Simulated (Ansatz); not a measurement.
# Ti3Si (P6_3/mmc), an elastic constant from a strain scan

Level of theory: Ansatz 0.2.0, DFT PBEsol, scalar-relativistic, plane waves, PAW. Settings: plane waves to 420 eV, k-mesh 12×12×10 (Γ-centred), Gaussian smearing 0.15 eV. No spin polarisation. Energies are free energies at this smearing, counted from the undisturbed cell; pressure is positive in compression.

Reference structure (relaxed at this level; it needn't be the usual structure):

```
Ti Si
1.0
     5.58381    0.00000    0.00000
    -2.79190    4.83572    0.00000
     0.00000    0.00000    4.47321
Ti Si
6 2
Cartesian
  1.4372 0.8298 3.3549
  4.1466 0.8298 3.3549
  2.7919 3.1762 3.3549
  1.3547 4.0060 1.1183
  -1.3547 4.0060 1.1183
  0.0000 1.6595 1.1183
  0.0000 3.2238 3.3549
  2.7919 1.6119 1.1183
```

The cell is strained by ε times the Voigt pattern (0, 0, 1, 0, 0, 0) (xx, yy, zz, yz, xz, xy; engineering shear) with fractional coordinates fixed. The cell holds 8 atoms in V0 = 120.78 Å³. The stress column is τ = (1/V0) dE/dε, got from the stress tensor σ (compression positive) at each point as −det(1 + εP) σ : P(1 + εP)⁻¹, with P the pattern as a tensor.

| ε | ΔE (meV/atom) | τ (GPa) |
| --- | --- | --- |
| -0.1000 | 150.571 | -33.734 |
| -0.0750 | 82.124 | -24.479 |
| -0.0500 | 34.994 | -15.554 |
| -0.0250 | 8.340 | -7.247 |
| 0.0000 | 0.000 | -0.014 |
| 0.0250 | 7.458 | 6.175 |
| 0.0500 | 28.329 | 11.383 |
| 0.0750 | 60.373 | 15.671 |
| 0.1000 | ? | ? |

Problem. Which combination of elastic constants does this scan measure, and how large is it?

Solution. For small ε, τ = τ0 + Kε with K = pᵀCp, which for this pattern is C33 in the Cartesian frame shown. The parabola through τ at ε = -0.0250, 0 and 0.0250 has slope K = 268 GPa at zero. The energies per cell, E = NΔE, of the same two points give K = 2[E(ε₊)/ε₊ − E(ε₋)/ε₋]/[(ε₊ − ε₋)V0] = 268 GPa, in agreement. These are clamped-ion values.

Problem. Predict the withheld row at ε = 0.1000 from the harmonic law, and compare.

Solution. ΔE = V0(τ0 ε + Kε²/2)/N = 126.352 meV/atom and τ = 26.83 GPa. The calculation gives 101.507 meV/atom and 19.12 GPa: the energy lies 20 % below the harmonic value, as bonds soften when stretched.

Forces appear on the atoms along this scan, and letting them relax would lower the energy and soften the response. In a metal these slopes depend on the k mesh and the smearing.

Cost: 9 runs of about 15 core-minutes in all, on Arm Neoverse N1 (shared hosts).